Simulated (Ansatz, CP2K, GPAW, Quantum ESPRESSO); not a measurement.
# BaZrO3: 4 runs at one level of theory

```
Ba Zr O
1.0
     4.19134    0.00000    0.00000
     0.00000    4.19134    0.00000
     0.00000    0.00000    4.19134
Ba Zr O
1 1 3
Cartesian
  0.0000 0.0000 0.0000
  2.0957 2.0957 2.0957
  2.0957 2.0957 0.0000
  2.0957 0.0000 2.0957
  0.0000 2.0957 2.0957
```

Alike in all runs: task equation of state; functional LDA; k mesh 6 × 6 × 6; occupations fermi-dirac, width 0.05 eV; no spin polarisation; no spin-orbit coupling. LDA stands for any of its common fits.

| program and potentials | plane-wave cutoff (eV) | notes | equilibrium volume (Å³/atom) | bulk modulus (GPa) |
| --- | --- | --- | --- | --- |
| Ansatz, Ansatz PAW | 420 | potentials made for PBE, which Ansatz adapts in part | 14.27 | 175.3 |
| Quantum ESPRESSO, GBRV 1.5 LDA | 612 | - | 14.34 | 175.7 |
| CP2K, GTH_POTENTIALS Ba GTH-PADE-q10, Zr GTH-PADE-q12, O GTH-PADE-q6; TZVP-MOLOPT-PBE-GTH basis | - | atomic basis | 14.30 | 175.4 |
| GPAW, the program's PAW data sets (release 1.2.1) made for this functional | 800 | - | 14.20 | 174.6 |

The equilibrium volume spans 14.20 (GPAW, the program's PAW data sets (release 1.2.1) made for this functional) to 14.34 Å³/atom (Quantum ESPRESSO, GBRV 1.5 LDA). The bulk modulus spans 174.6 (GPAW, the program's PAW data sets (release 1.2.1) made for this functional) to 175.7 GPa (Quantum ESPRESSO, GBRV 1.5 LDA). Rows in atomic bases carry the error of their basis and grid, which can be large.

The functional is the same throughout but for its coding, so the spread measures potentials, basis and numerics; runs on potential files found faulty are left out.
